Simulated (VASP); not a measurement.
# InP (F-43m) in VASP: notebook

One crystal, InP, is run at these levels: PBEsol; tasks: single point.

Everything below comes from runs of VASP 6.6.1. Logs are shortened: lines on timing, memory, paths and dates and some standing lists are left out, and cuts for length are marked.

### Step 1. The structure

Symmetry: F-43m, No. 216, cubic system. Conventional cell: a = 5.861 Å, b = 5.861 Å, c = 5.861 Å, α = 90.00°, β = 90.00°, γ = 90.00°. In (site symmetry -43m) is surrounded by 4 P at 2.54 Å. P (site symmetry -43m) is surrounded by 4 In at 2.54 Å.

### Step 2. Single point, PBEsol, spin-orbit coupling, no magnetisation

INCAR reads:

```
  PREC = Accurate
  ENCUT = 400
  EDIFF = 1E-7
  ISMEAR = 0
  SIGMA = 0.02
  LREAL = False
  LASPH = True
  NELM = 100
  ALGO = Normal
  ISIF = 2
  LWAVE = False
  LCHARG = False
  MAGMOM = 0 0 0 0 0 0
  LORBIT = 11
  LSORBIT = True
  GGA_COMPAT = False
  GGA = PS
  NBANDS = 34
```

KPOINTS reads:

```
Automatic mesh
0
Gamma
  4 4 4
```

POSCAR reads:

```
InP
1.0
    0.0000000000      2.9305000000      2.9305000000
    2.9305000000      0.0000000000      2.9305000000
    2.9305000000      2.9305000000      0.0000000000
In P
1 1
Direct
    0.0000000000      0.0000000000      0.0000000000
    0.7500000000      0.7500000000      0.7500000000
```

Potentials or basis: VASP PAW PBE potentials, release 64 (In_d, P).

Started as:

```
cat potpaw_PBE.64/In_d/POTCAR potpaw_PBE.64/P/POTCAR > POTCAR
mpirun -np 1 vasp_ncl > vasp.out
```

OUTCAR:

```text
PREC = Accurate
   ENCUT = 400
   EDIFF = 1E-7
   ISMEAR = 0
   LREAL = False
   LASPH = True
   NELM = 100
   ISIF = 2
   LORBIT = 11
   LSORBIT = True
   GGA = PS

 Found     10 irreducible k-points:

 Following reciprocal coordinates:
            Coordinates               Weight
  0.000000  0.000000  0.000000      1.000000
  0.250000  0.000000  0.000000      4.000000
 -0.250000  0.000000  0.000000      4.000000
  0.500000  0.000000  0.000000      4.000000
  0.250000  0.250000  0.000000      6.000000
  0.500000  0.250000  0.000000     12.000000
   k-points           NKPTS =     10   k-points in BZ     NKDIM =     10   number of bands    NBANDS=     34
   number of dos      NEDOS =    301   number of ions     NIONS =      2
   total plane-waves  NPLWV =  21952
   dimension x,y,z NGX =    28 NGY =   28 NGZ =   28
   dimension x,y,z NGXF=    56 NGYF=   56 NGZF=   56
   ions per type =               1   1
   NGX,Y,Z   is equivalent  to a cutoff of  11.23, 11.23, 11.23 a.u.
   NGXF,Y,Z  is equivalent  to a cutoff of  22.46, 22.46, 22.46 a.u.
 SYSTEM =  unknown system
   PREC   = accura    normal or accurate (medium, high low for compatibility)
   ISTART =      0    job   : 0-new  1-cont  2-samecut
   ICHARG =      2    charge: 1-file 2-atom 10-const
   ISPIN  =      1    spin polarized calculation?
   LNONCOLLINEAR =      T non collinear calculations
   LSORBIT =      T    spin-orbit coupling
   LASPH  =      T    aspherical Exc in radial PAW
   ENCUT  =  400.0 eV  29.40 Ry    5.42 a.u.   6.76  6.76  6.76*2*pi/ulx,y,z
   NELM   =    100;   NELMIN=  2; NELMDL= -5     # of ELM steps
   EDIFF  = 0.1E-06   stopping-criterion for ELM
   LREAL  =      F    real-space projection
   EDIFFG = 0.1E-05   stopping-criterion for IOM
   NSW    =      0    number of steps for IOM
   IBRION =     -1    ionic relax: 0-MD 1-quasi-New 2-CG
   NFREE  =      0    steps in history (QN), initial steepest desc. (CG)
   ISIF   =      2    stress and relaxation
   ISYM   =      2    0-nonsym 1-usesym 2-fastsym
   POTIM  = 0.5000    time-step for ionic-motion
   TEBEG  =    0.0;   TEEND  =   0.0 temperature during run
   PSTRESS=    0.0 pullay stress
   NELECT =      18.0000    total number of electrons
   NUPDOWN=      -1.0000    fix difference up-down
   EMIN   =  10.00;   EMAX   =-10.00  energy-range for DOS
   EFERMI =   0.00;   METHOD = LEGACY
   ISMEAR =     0;   SIGMA  =   0.02  broadening in eV -4-tet -1-fermi 0-gaus
   EFERMI_NEDOS =   21; number of points for ismear=-14 and -15
   IALGO  =     38    algorithm
   IMIX   =      4    mixing-type and parameters
     AMIX     =   0.40;   BMIX     =  1.00
     AMIX_MAG =   1.60;   BMIX_MAG =  1.00
  volume/ion in A,a.u.               =      25.17       169.83
  Fermi-wavevector in a.u.,A,eV,Ry     =   1.162021  2.195901 18.371846  1.350293
  Thomas-Fermi vector in A             =   2.298587
   LORBIT       =     11    0 simple, 1 ext, 2 COOP (PROOUT), +10 PAW based schemes
   GGA     = PS    functional components
   LHFCALC =     F    Hartree Fock is set to
   AEXX    =    0.0000 exact exchange contribution
   IVDW    =     0    specifies the selected vdW correction
   LEPSILON=     F    determine dielectric tensor
   LRPA    =     F    only Hartree local field effects (RPA)
 Gauss-broadening in eV      SIGMA  =   0.02
  energy-cutoff  :      400.00
  volume of cell :       50.33
 maximum number of plane-waves:      1882
   NGX = 13   NGY = 13   NGZ = 13

 number of electron      17.9999990 magnetization      -0.0000000     -0.0000000     -0.0000000

 number of electron      17.9999990 magnetization       0.0000000      0.0000000      0.0000000

 number of electron      17.9999990 magnetization       0.0000000     -0.0000000     -0.0000000

 number of electron      17.9999990 magnetization       0.0000000      0.0000000     -0.0000000

 Free energy of the ion-electron system (eV)
  ---------------------------------------------------
  ext. energy  EPLUGINS =         0.00000000
  ---------------------------------------------------
  free energy    TOTEN  =        -9.07435333 eV

  energy without entropy =       -9.07435333  energy(sigma->0) =       -9.07435333

 E-fermi :   5.3331     XC(G=0):  -9.4611

 val. band max:        5.1684180653   @ k =   0.0000   0.0000   0.0000
 cond. band min:       5.7372801890   @ k =   0.0000   0.0000   0.0000
 fundamental gap:      0.5688621237
 Fermi energy:         5.3330962591

 k-point     1 :       0.0000    0.0000    0.0000
  band No.  band energies     occupation
      1      -9.5077      1.00000
      2      -9.5077      1.00000
      3      -9.5077      1.00000
      4      -9.5077      1.00000
      5      -8.7297      1.00000
      6      -8.7297      1.00000
[... 22 lines left out ...]
     29      14.5436      0.00000
     30      14.5436      0.00000

 k-point     2 :       0.2500    0.0000    0.0000
  band No.  band energies     occupation
      1      -9.5173      1.00000
      2      -9.5173      1.00000
      3      -9.5068      1.00000
      4      -9.4970      1.00000
      5      -8.7346      1.00000
      6      -8.7346      1.00000
[... 22 lines left out ...]
     29      13.6259      0.00000
     30      13.6667      0.00000

 k-point     3 :      -0.2500    0.0000    0.0000
  band No.  band energies     occupation
      1      -9.5173      1.00000
      2      -9.5173      1.00000
      3      -9.5068      1.00000
      4      -9.4970      1.00000
      5      -8.7346      1.00000
      6      -8.7346      1.00000
[... 22 lines left out ...]
     29      13.6259      0.00000
     30      13.6667      0.00000

 k-point     4 :       0.5000    0.0000    0.0000
  band No.  band energies     occupation
      1      -9.5304      1.00000
      2      -9.5304      1.00000
      3      -9.4972      1.00000
      4      -9.4972      1.00000
      5      -8.7344      1.00000
      6      -8.7344      1.00000
[... 22 lines left out ...]
     29      15.6782      0.00000
     30      15.6782      0.00000

 k-point     5 :       0.2500    0.2500    0.0000
  band No.  band energies     occupation
      1      -9.5362      1.00000
      2      -9.5362      1.00000
      3      -9.4834      1.00000
      4      -9.4834      1.00000
      5      -8.7453      1.00000
      6      -8.7453      1.00000
[... 22 lines left out ...]
     29      15.0859      0.00000
     30      15.0859      0.00000

 k-point     6 :       0.5000    0.2500    0.0000
  band No.  band energies     occupation
      1      -9.5762      1.00000
      2      -9.5276      1.00000
      3      -9.4780      1.00000
      4      -9.4616      1.00000
      5      -8.8036      1.00000
      6      -8.7024      1.00000
[... 22 lines left out ...]
     29      15.8547      0.00000
     30      15.8691      0.00000

 [... further k-points ...]

 [bands above 30 left out]

------------------------ aborting loop because EDIFF is reached ----------------------------------------

  FORCE on cell =-STRESS in cart. coord.  units (eV):
  Direction    XX          YY          ZZ          XY          YZ          ZX
  --------------------------------------------------------------------------------------
  -------------------------------------------------------------------------------------
  Total        0.2341479      0.2341479      0.2341479      0.0000000      0.0000000      0.0000000
  in kB        7.4532486      7.4532486      7.4532486      0.0000000      0.0000000      0.0000000
  external PRESSURE =       7.4532486 kB  Pullay stress =       0.0000000 kB

 VOLUME and BASIS-vectors are now :
 -----------------------------------------------------------------------------
  energy-cutoff  :      400.00
  volume of cell :       50.33
      direct lattice vectors                 reciprocal lattice vectors
     0.000000000  2.930500000  2.930500000    -0.170619348  0.170619348  0.170619348
     2.930500000  0.000000000  2.930500000     0.170619348 -0.170619348  0.170619348
     2.930500000  2.930500000  0.000000000     0.170619348  0.170619348 -0.170619348

 POSITION                                       TOTAL-FORCE (eV/Angst)
 -----------------------------------------------------------------------------------
      0.00000      0.00000      0.00000        -0.000000     -0.000000     -0.000000
      4.39575      4.39575      4.39575         0.000000      0.000000      0.000000
 -----------------------------------------------------------------------------------
    total drift:                               -0.000000     -0.000000     -0.000000

  FREE ENERGIE OF THE ION-ELECTRON SYSTEM (eV)
  ---------------------------------------------------
  free  energy   TOTEN  =        -9.0743533311 eV

  energy  without entropy=       -9.0743533311  energy(sigma->0) =       -9.07435333

 Spin-Orbit-Coupling matrix elements

 Ion:    1  E_soc:     -0.0733202
 l=   1
     0.0000000    -0.0056619    -0.0056619
    -0.0056619     0.0000000    -0.0056619
    -0.0056619    -0.0056619     0.0000000
 l=   2
     0.0000000    -0.0013511     0.0000000    -0.0013511    -0.0052071
    -0.0013511     0.0000000    -0.0039053    -0.0013511    -0.0013018
     0.0000000    -0.0039053     0.0000000    -0.0039053     0.0000000
    -0.0013511    -0.0013511    -0.0039053     0.0000000    -0.0013018
    -0.0052071    -0.0013018     0.0000000    -0.0013018     0.0000000
 l=   3
     0.0000000     0.0000000     0.0000000     0.0000000     0.0000000     0.0000000     0.0000000
     0.0000000     0.0000000     0.0000000     0.0000000     0.0000000     0.0000000     0.0000000
     0.0000000     0.0000000     0.0000000     0.0000000     0.0000000     0.0000000     0.0000000
     0.0000000     0.0000000     0.0000000     0.0000000     0.0000000     0.0000000     0.0000000
     0.0000000     0.0000000     0.0000000     0.0000000     0.0000000     0.0000000     0.0000000
     0.0000000     0.0000000     0.0000000     0.0000000     0.0000000     0.0000000     0.0000000
     0.0000000     0.0000000     0.0000000     0.0000000     0.0000000     0.0000000     0.0000000

 Ion:    2  E_soc:     -0.0009657
 l=   1
     0.0000000    -0.0001610    -0.0001610
    -0.0001610     0.0000000    -0.0001610
    -0.0001610    -0.0001610     0.0000000
 l=   2
     0.0000000     0.0000000     0.0000000     0.0000000     0.0000000
     0.0000000     0.0000000     0.0000000     0.0000000     0.0000000
     0.0000000     0.0000000     0.0000000     0.0000000     0.0000000
     0.0000000     0.0000000     0.0000000     0.0000000     0.0000000
     0.0000000     0.0000000     0.0000000     0.0000000     0.0000000
 l=   3
     0.0000000     0.0000000     0.0000000     0.0000000     0.0000000     0.0000000     0.0000000
     0.0000000     0.0000000     0.0000000     0.0000000     0.0000000     0.0000000     0.0000000
     0.0000000     0.0000000     0.0000000     0.0000000     0.0000000     0.0000000     0.0000000
     0.0000000     0.0000000     0.0000000     0.0000000     0.0000000     0.0000000     0.0000000
     0.0000000     0.0000000     0.0000000     0.0000000     0.0000000     0.0000000     0.0000000
     0.0000000     0.0000000     0.0000000     0.0000000     0.0000000     0.0000000     0.0000000
     0.0000000     0.0000000     0.0000000     0.0000000     0.0000000     0.0000000     0.0000000

 total charge

# of ion       s       p       d       tot
------------------------------------------
    1        0.818   0.783   9.902  11.503
    2        1.016   1.497   0.000   2.513
--------------------------------------------------
tot          1.834   2.280   9.902  14.016

 magnetization (x)

# of ion       s       p       d       tot
------------------------------------------
    1        0.000  -0.000  -0.000  -0.000
    2       -0.000   0.000   0.000   0.000
--------------------------------------------------
tot         -0.000   0.000  -0.000  -0.000

 magnetization (y)

# of ion       s       p       d       tot
------------------------------------------
    1        0.000   0.000  -0.000   0.000
    2       -0.000   0.000   0.000  -0.000
--------------------------------------------------
tot         -0.000   0.000  -0.000  -0.000

 magnetization (z)

# of ion       s       p       d       tot
------------------------------------------
    1       -0.000   0.000  -0.000   0.000
    2       -0.000   0.000   0.000  -0.000
--------------------------------------------------
tot         -0.000   0.000  -0.000  -0.000
```

Wall time 45 s (1 thread of AMD EPYC 7R43 (Zen 3), shared host); peak memory 0.19 GiB.

These settings aren't checked as converged: the numbers below hold their error.

What came out:

```
Free energy                                           : -9.0744 eV
Pressure                                              : 0.7 GPa
Valence electrons inside the program's atomic spheres : In 11.50; P 2.51
```

Caveat: the k mesh is coarse (spacing up to 0.46 Å⁻¹), so the values aren't converged; the PAW data sets were made with another functional, which shifts forces and pressure a little.

[end of part 1 of 2]
